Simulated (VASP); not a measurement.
Here is a VASP 6.6.1 calculation.

Contents of INCAR:

```
SYSTEM = Al2O3
PREC = Accurate
ENCUT = 520
EDIFF = 1E-7
ISMEAR = 0
SIGMA = 0.05
LREAL = .FALSE.
LASPH = .TRUE.
NELM = 100
ALGO = Normal
ISIF = 2
LWAVE = .FALSE.
LCHARG = .FALSE.
NBANDS = 20
```

File KPOINTS:

```
Automatic mesh
0
G
  12 12 4
  0 0 0
```

Contents of POSCAR:

```
Al2O3
1.0
    3.0448872189      0.0000000000      0.0000000000
   -1.5224436095      2.6369496832      0.0000000000
    0.0000000000      0.0000000000      8.3780295585
Al O
2 3
Direct
    0.0000000000      0.0000000000      0.1499923300
    0.0000000000      0.0000000000      0.8500076700
    0.3333333333      0.6666666667      0.2223169200
    0.6666666667      0.3333333333      0.0000000000
    0.3333333333      0.6666666667      0.7776830800
```

Potentials or basis: VASP PAW LDA potentials, release 64 (Al, O).

The run is started by

```bash
$ cat potpaw_LDA.64/Al/POTCAR potpaw_LDA.64/O/POTCAR > POTCAR
$ mpirun -np 1 vasp_std > vasp.out
```

(1) Estimate the largest force.

(2) Estimate the band gap on the k mesh.

(3) What does it give for the pressure?

## Answers

(1) 2.379 eV/Å.

(2) 3.04 eV, indirect (least direct gap 3.33 eV).

(3) -12.6 GPa.

Caveat: forces of over 1 eV/Å show positions far from the minimum, so gaps and moduli don't describe the material at rest.
